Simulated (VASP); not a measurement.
Set up this calculation in VASP 6.6.1, as the native input.

| Quantity | Value |
| --- | --- |
| Task | single point |
| Functional | PBEsol |
| Potentials or basis | VASP PAW PBE potentials, release 64 (Ti_sv, O) |
| Cutoff | 520 eV |
| k mesh | 7 × 7 × 6 |
| Occupations | gaussian, width 0.05 eV |
| Spin | collinear spin, random start |
| Starting moments | [-1.04, 0.0] μB |
| Further INCAR settings | ALGO = Normal; EDIFF = 1e-06; NBANDS = 20 |

The structure of TiO lies in POSCAR:

```
TiO
1.0
    3.0094341500      0.0000000000      0.0000000000
   -1.5047170800      2.6062464300      0.0000000000
    0.0000000000      0.0000000000      2.9370586300
Ti O
1 1
Direct
    0.0000000000      0.0000000000      0.0000000000
    0.6666666667      0.3333333333      0.5000000000
```

The cell comes from a database or a generator and needn't be the stable form of this composition.

The input as run:

INCAR

```
SYSTEM = TiO
  PREC = Accurate
  ENCUT = 520
  EDIFF = 1E-6
  ISMEAR = 0
  SIGMA = 0.05
  LREAL = .False.
  LASPH = .True.
  NELM = 100
  ALGO = Normal
  ISIF = 2
  LWAVE = .False.
  LCHARG = .False.
  ISPIN = 2
  MAGMOM = -1.04 0
  LORBIT = 11
  LMAXMIX = 4
  GGA = PS
  NBANDS = 20
```

KPOINTS

```
regular mesh
0
Gamma
  7 7 6
  0 0 0
```

Potentials or basis: VASP PAW PBE potentials, release 64 (Ti_sv, O).

Command:

```bash
$ cat potpaw_PBE.64/Ti_sv/POTCAR potpaw_PBE.64/O/POTCAR > POTCAR
$ mpirun -np 1 vasp_std > vasp.out
```

Results of the run:

```yaml
Pressure: -32.8 GPa
Band_gap_on_the_k_mesh: none (metal or under the smearing width)
Net_moment: 0.00 μB per cell
Valence_electrons_inside_the_program's_atomic_spheres: Ti 10.15; O 4.93
```

Caveat: a pressure of tens of GPa on the cell as given is suspect, and the run, the potentials or the cell itself is likely at fault; the PAW data sets were made with another functional, which shifts forces and pressure a little; semilocal functionals often make such compounds metallic where correlation or magnetic order opens a gap, which also shifts bond lengths.

It took 13 s on 1 thread of Intel(R) Xeon(R) 6975P-C (Granite Rapids), with other jobs on the host, peak memory 0.16 GiB.
